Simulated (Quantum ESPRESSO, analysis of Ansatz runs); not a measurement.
# Migration in Al2O3 (R-3c): V_O hop (2.6 Å), charge +2 (Quantum ESPRESSO), part 3 of 3

How high is the barrier when O changes place in Al2O3 (R-3c)? The case: V_O hop (2.6 Å), charge +2, in a cell of 80 host atoms with 1 O taken out.

Quantum ESPRESSO 7.5; Quantum ESPRESSO plane-wave DFT, PBEsol, GBRV 1.5 PBEsol potentials; nudged elastic band between two relaxed defect structures at fixed charge in a uniform background.

So far: Set-up; Relaxation of the start point, charge +2; Relaxation of the end point, charge +2.

## (4) Nudged elastic band, charge +2

3 movable images are laid between the ends by interpolation. Each image feels the true force across the path and a spring force along it. The highest image is set to climb to the top of the path.

This step: Quantum ESPRESSO plane-wave DFT, PBEsol, GBRV 1.5 PBEsol potentials; nudged elastic band between two relaxed defect structures at fixed charge in a uniform background.

File neb.in:

```
BEGIN
BEGIN_PATH_INPUT
&PATH
  restart_mode = 'from_scratch'
  string_method = 'neb'
  nstep_path = 45
  ds = 1.5
  opt_scheme = 'broyden'
  num_of_images = 5
  k_max = 0.3
  k_min = 0.2
  CI_scheme = 'auto'
  path_thr = 0.06
/
END_PATH_INPUT
BEGIN_ENGINE_INPUT
&CONTROL
  prefix = 'pwscf'
  outdir = './tmp'
  pseudo_dir = './pseudo'
  disk_io = 'low'
/
&SYSTEM
  ibrav = 0
  nat = 79
  ntyp = 2
  ecutwfc = 36
  ecutrho = 288
  nbnd = 192
  occupations = 'fixed'
  tot_charge = 2
  nosym = .true.
/
&ELECTRONS
  conv_thr = 8d-08
  electron_maxstep = 100
  mixing_beta = 0.5
/
ATOMIC_SPECIES
Al    26.9815 al_pbesol_v1.uspp.F.UPF
O     15.9990 o_pbesol_v1.2.uspp.F.UPF
CELL_PARAMETERS angstrom
   4.7750098375    2.7568532680    8.6755442391
  -4.7750098375    2.7568532680    8.6755442391
   0.0000000000   -5.5137065361    8.6755442391
BEGIN_POSITIONS
FIRST_IMAGE
ATOMIC_POSITIONS crystal
Al     0.3207577239    0.3220855999    0.3211772868
Al     0.3951489182    0.4472804682    0.4181078044
Al     0.0733651385    0.0753701476    0.0727689042
Al     0.1860693291    0.1728511387    0.1707259116
O      0.2217087862    0.0287669803    0.3747777152
O      0.4711339069    0.1248135532    0.2798609537
O      0.0404023495    0.3735314196    0.2188726749
O      0.3808351931    0.2210696192    0.0225646318
O      0.1242755586    0.2764407321    0.4741168140
O      0.2789132688    0.4732397084    0.1236539291
Al     0.3242500271    0.3265068846    0.8190247361
Al     0.4262133539    0.4253554296    0.9264310137
Al     0.0738585655    0.0729499784    0.5741730731
Al     0.1746919507    0.1764064517    0.6775806080
O      0.2234802617    0.0286919483    0.8743983619
O      0.4778894065    0.1306715260    0.7646444679
O      0.0268050922    0.3757990992    0.7218023416
O      0.3786091429    0.2262651800    0.5266696239
O      0.1267124256    0.2784857102    0.9705262345
O      0.2778692747    0.4741229442    0.6209263640
Al     0.3221195854    0.8248531541    0.3259547041
Al     0.4250446855    0.9247341698    0.4281431918
Al     0.0767619943    0.5759331220    0.0700216302
Al     0.1717386195    0.6805389147    0.1746417536
O      0.2080866379    0.5317570067    0.3770575683
O      0.4699261027    0.6236567020    0.2803864739
O      0.0240925250    0.8784963227    0.2232265477
O      0.3726091742    0.7216604885    0.0311014308
O      0.1218379059    0.7800174228    0.4721279640
O      0.2783094849    0.9728041472    0.1249087195
Al     0.3230708662    0.8212729463    0.8250545575
Al     0.4237051751    0.9247249537    0.9292043334
Al     0.0624410461    0.5798070476    0.5777515045
Al     0.1751818509    0.6777694060    0.6752121595
O      0.2244562984    0.5273680690    0.8720747456
O      0.4718176237    0.6224413581    0.7776007087
O      0.0250931415    0.8761526940    0.7219186265
O      0.3740340125    0.7221135402    0.5281407909
O      0.1242347574    0.7785076053    0.9720863062
O      0.2783685297    0.9728113298    0.6256230413
Al     0.8533652246    0.3324110946    0.3033361788
Al     0.9277582901    0.4294122879    0.4284888672
Al     0.5735844265    0.0723851485    0.0796399680
Al     0.6753299650    0.1781761487    0.1769019984
O      0.7164394644    0.0384251448    0.3780403889
O      0.9707294033    0.1296000996    0.2764512764
O      0.5265012756    0.3766241217    0.2283620865
O      0.8744810867    0.2224473570    0.0284685879
O      0.7785941179    0.4701654987    0.1269130190
Al     0.8234063857    0.3224902589    0.8258597283
Al     0.9264204882    0.4246406992    0.9256931371
Al     0.5665817363    0.0562598633    0.5845596183
Al     0.6820054970    0.1660078856    0.6943051070
O      0.7227460678    0.0214635139    0.8840940192
O      0.9701004787    0.1249854647    0.7777401278
O      0.5321043403    0.3725253573    0.7121875463
O      0.8699221131    0.2239234357    0.5243240326
O      0.6240056094    0.2783355980    0.9732995492
O      0.7774291024    0.4707626162    0.6257437121
Al     0.8222772198    0.8242083473    0.3252055656
Al     0.9243316941    0.9315173280    0.4240723544
Al     0.5739132678    0.5749802831    0.0722882311
Al     0.6746299818    0.6782051932    0.1756484668
O      0.7219726456    0.5221387502    0.3740305638
O      0.9695750387    0.6269644948    0.2773720876
O      0.5271051395    0.8742421588    0.2237897063
O      0.8758832063    0.7194552780    0.0289430594
O      0.6245067071    0.7773206544    0.4722408994
O      0.7767140434    0.9730065527    0.1281166188
Al     0.8248258402    0.8213737343    0.8258727354
Al     0.9254295193    0.9255917749    0.9292518313
Al     0.5731833089    0.5737032182    0.5724234478
Al     0.6749066589    0.6710012800    0.6781674596
O      0.7214691905    0.5268437193    0.8762692622
O      0.9702445486    0.6256527694    0.7777960921
O      0.5257689429    0.8665126844    0.7291081181
O      0.8676285945    0.7280760731    0.5295786825
O      0.6242376397    0.7784897649    0.9721102933
O      0.7706897677    0.9859435531    0.6199108987
INTERMEDIATE_IMAGE
ATOMIC_POSITIONS crystal
Al     0.3211457229    0.3225063079    0.3218694956
Al     0.4023896433    0.4421343201    0.4204409037
[... 77 atom lines left out ...]
INTERMEDIATE_IMAGE
ATOMIC_POSITIONS crystal
Al     0.3216691343    0.3229131416    0.3224970694
Al     0.4091856412    0.4373019912    0.4226270801
[... 77 atom lines left out ...]
INTERMEDIATE_IMAGE
ATOMIC_POSITIONS crystal
Al     0.3221190427    0.3233180540    0.3231311000
Al     0.4159764472    0.4324785917    0.4248054038
[... 77 atom lines left out ...]
LAST_IMAGE
ATOMIC_POSITIONS crystal
Al     0.3225068670    0.3237567107    0.3237839170
Al     0.4232556591    0.4272914264    0.4271431431
[... 4 atom lines left out ...]
O      0.0192363758    0.3696585842    0.2366495604
[... 8 atom lines left out ...]
O      0.4567996797    0.1267403485    0.7824792775
[... 24 atom lines left out ...]
Al     0.8151190006    0.3342663495    0.3070364577
Al     0.9305290203    0.4440196720    0.4167481543
[... 3 atom lines left out ...]
O      0.9651096092    0.1277019118    0.2892635525
[... 5 atom lines left out ...]
Al     0.5694062538    0.0709440639    0.5727711848
Al     0.6438737449    0.1678641855    0.6979292874
[... 2 atom lines left out ...]
O      0.5265022112    0.3706446730    0.7248554883
O      0.6272098413    0.2763325473    0.4770053154
[... 3 atom lines left out ...]
Al     0.9240804690    0.9264897170    0.4290047821
[... 2 atom lines left out ...]
O      0.7264975501    0.5142790904    0.3814458068
[... 14 atom lines left out ...]
O      0.7752250891    0.9781428138    0.6272945956
END_POSITIONS
K_POINTS gamma
END_ENGINE_INPUT
END
```

Command:

```bash
$ OMP_NUM_THREADS=1 mpirun -n 4 neb.x -ni 2 -inp neb.in > neb.out
```

Log:

```text
[shortened: banners, details of potentials and solvers, and blank lines are left out]
[banner, memory and clock lines left out]
     path-images division:  nimage    =       2
     initial path length           =  5.0293 bohr
     initial inter-image distance  =  1.2573 bohr
     string_method                 =    neb
     restart_mode                  =    from_scratch
     opt_scheme                    =    broyden
     num_of_images                 =    5
     nstep_path                    =    45
     CI_scheme                     =    auto
     first_last_opt                =    F
     use_freezing                  =    F
     ds                            =    1.5000 a.u.
     k_max                         =    0.3000 a.u.
     k_min                         =    0.2000 a.u.
     path_thr                      =    0.0600 eV / A
     ------------------------------ iteration   1 ------------------------------
     activation energy (->) =   3.229040 eV
     activation energy (<-) =   3.229022 eV
     image        energy (eV)        error (eV/A)        frozen
         1     -23675.9976360            0.014514            T
         2     -23674.2611678            1.848179            F
         3     -23672.7685965            2.193065            F
         4     -23674.2614179            1.847154            F
         5     -23675.9976186            0.018035            T
     climbing image =  3
     path length          =  5.029 bohr
     inter-image distance =  1.257 bohr
     ------------------------------ iteration   2 ------------------------------
     activation energy (->) =   2.437629 eV
     activation energy (<-) =   2.437612 eV
     image        energy (eV)        error (eV/A)        frozen
         1     -23675.9976360            0.014514            T
         2     -23674.5202478            1.050389            F
         3     -23673.5600066            1.289326            F
         4     -23674.5213246            1.050855            F
         5     -23675.9976186            0.018035            T
     climbing image =  3
     path length          =  5.105 bohr
[...]
------------------------------ iteration   3 ------------------------------
     activation energy (->) =   2.100124 eV
     activation energy (<-) =   2.100106 eV
     image        energy (eV)        error (eV/A)        frozen
         1     -23675.9976360            0.014514            T
         2     -23674.6652120            1.263600            F
         3     -23673.8975125            0.799909            F
         4     -23674.6668935            1.252271            F
         5     -23675.9976186            0.018035            T
     climbing image =  3
     path length          =  5.228 bohr
[...]
------------------------------ iteration   4 ------------------------------
     activation energy (->) =   1.991523 eV
     activation energy (<-) =   1.991506 eV
     image        energy (eV)        error (eV/A)        frozen
         1     -23675.9976360            0.014514            T
         2     -23674.7237768            1.324311            F
         3     -23674.0061125            0.463359            F
         4     -23674.7255556            1.314072            F
         5     -23675.9976186            0.018035            T
     climbing image =  3
     path length          =  5.346 bohr
[...]
------------------------------ iteration   5 ------------------------------
     activation energy (->) =   1.966319 eV
     activation energy (<-) =   1.966301 eV
     image        energy (eV)        error (eV/A)        frozen
         1     -23675.9976360            0.014514            T
         2     -23674.7717079            0.594345            F
         3     -23674.0313174            0.172062            F
         4     -23674.7730316            0.593268            F
         5     -23675.9976186            0.018035            T
     climbing image =  3
     path length          =  5.357 bohr
[...]
------------------------------ iteration   6 ------------------------------
     activation energy (->) =   1.948060 eV
     activation energy (<-) =   1.948043 eV
     image        energy (eV)        error (eV/A)        frozen
         1     -23675.9976360            0.014514            T
         2     -23674.7944549            0.107509            F
         3     -23674.0495759            0.112423            F
         4     -23674.7955143            0.113904            F
         5     -23675.9976186            0.018035            T
     climbing image =  3
     path length          =  5.408 bohr
[...]
------------------------------ iteration   7 ------------------------------
     activation energy (->) =   1.940420 eV
     activation energy (<-) =   1.940403 eV
     image        energy (eV)        error (eV/A)        frozen
         1     -23675.9976360            0.014514            T
         2     -23674.8044450            0.053506            F
         3     -23674.0572156            0.123261            F
         4     -23674.8052169            0.060546            F
         5     -23675.9976186            0.018035            T
     climbing image =  3
     path length          =  5.444 bohr
[...]
------------------------------ iteration   8 ------------------------------
     activation energy (->) =   1.938145 eV
     activation energy (<-) =   1.938128 eV
     image        energy (eV)        error (eV/A)        frozen
         1     -23675.9976360            0.014514            T
         2     -23674.8071940            0.036886            F
         3     -23674.0594907            0.110458            F
         4     -23674.8079162            0.054228            F
         5     -23675.9976186            0.018035            T
     climbing image =  3
     path length          =  5.453 bohr
[...]
------------------------------ iteration   9 ------------------------------
     activation energy (->) =   1.937272 eV
     activation energy (<-) =   1.937254 eV
     image        energy (eV)        error (eV/A)        frozen
         1     -23675.9976360            0.014514            T
         2     -23674.8111315            0.045518            F
         3     -23674.0603644            0.357956            F
         4     -23674.8117698            0.108390            F
         5     -23675.9976186            0.018035            T
     climbing image =  3
     path length          =  5.474 bohr
[...]
------------------------------ iteration  10 ------------------------------
     activation energy (->) =   1.937213 eV
     activation energy (<-) =   1.937195 eV
     image        energy (eV)        error (eV/A)        frozen
         1     -23675.9976360            0.014514            T
         2     -23674.8125920            0.030983            F
         3     -23674.0604233            0.462835            F
         4     -23674.8133491            0.096589            F
         5     -23675.9976186            0.018035            T
     climbing image =  3
     path length          =  5.480 bohr
[...]
------------------------------ iteration  11 ------------------------------
     activation energy (->) =   1.935369 eV
     activation energy (<-) =   1.935351 eV
     image        energy (eV)        error (eV/A)        frozen
         1     -23675.9976360            0.014514            T
         2     -23674.8128715            0.027619            F
         3     -23674.0622672            0.173517            F
         4     -23674.8136995            0.019893            F
         5     -23675.9976186            0.018035            T
     climbing image =  3
     path length          =  5.478 bohr
[...]
------------------------------ iteration  12 ------------------------------
     activation energy (->) =   1.934904 eV
     activation energy (<-) =   1.934887 eV
     image        energy (eV)        error (eV/A)        frozen
         1     -23675.9976360            0.014514            T
         2     -23674.8135741            0.014950            F
         3     -23674.0627316            0.034832            F
         4     -23674.8143135            0.017060            F
         5     -23675.9976186            0.018035            T
     climbing image =  3
     path length          =  5.479 bohr
     inter-image distance =  1.370 bohr
     neb: convergence achieved in  12 iterations
```

It took 19 min on 4 MPI ranks of Arm Neoverse V1, shared host; peak memory 1.8 GiB.

The path, image by image:

| image | path (Å) | energy (eV) | O57: x, y, z (Å) |
| --- | --- | --- | --- |
| 0 | 0.000 | 0.0000 | 3.085, 0.125, 14.039 |
| 1 | 0.795 | 1.1841 | 2.732, 0.051, 13.510 |
| 2 | 1.449 | 1.9349 | 2.380, -0.008, 13.008 |
| 3 | 2.104 | 1.1833 | 2.028, -0.065, 12.506 |
| 4 | 2.899 | 0.0000 | 1.675, -0.139, 11.977 |

This step gave:

| Property | Result |
| --- | --- |
| barrier forward | 1.935 eV |
| barrier backward | 1.935 eV |
| end less start | 1.74e-5 eV |
| hop length | 2.511 Å |

The band met its tolerance of 0.06 eV/Å after 12 iterations, with image 2 on top (the start counts as 0). O57, which moves farthest between the ends, has 4 Al at 1.85 to 2.04 Å nearest at the start and 2 Al at 1.67 Å at the top.

## (5) What came out

| Quantity | Value |
| --- | --- |
| barrier forward | 1.93 eV |
| barrier backward | 1.93 eV |
| end less start | 0.00 eV |
| hop length | 2.51 Å |
| band iterations, as the log counts them | 12 |

**Reading.** The top of the band lies 1.93 eV above the start and 1.93 eV above the end, which are alike in energy and neighbours. With an assumed prefactor of 1e13 per second it gives one hop a second along this one path at about 750 K; whether such hops link up through the crystal wasn't checked. At the top O57 stands 1.67 Å from its nearest Al, 0.18 Å closer than at the start. The order of the top as a saddle was not checked for all atoms, so a bent path could be lower. No image-charge correction is applied; it largely cancels along a path if the charge stays localised alike. Limits: sampling at the zone centre alone can move energies of charged and open-shell states by tenths of an eV or more in cells of this size. The cutoff of 36 Ry is under the 40 Ry advised for these potentials.

[Logs are printed without paths, hosts, clocks, repeated set-up lines and the standing remarks that a program may print on its own settings, such as how far it seeks lower states.]

[Hosts, paths, dates, database ids (printed as entryN), source tags and the programs' standing remarks are cut or masked in the printed files.]
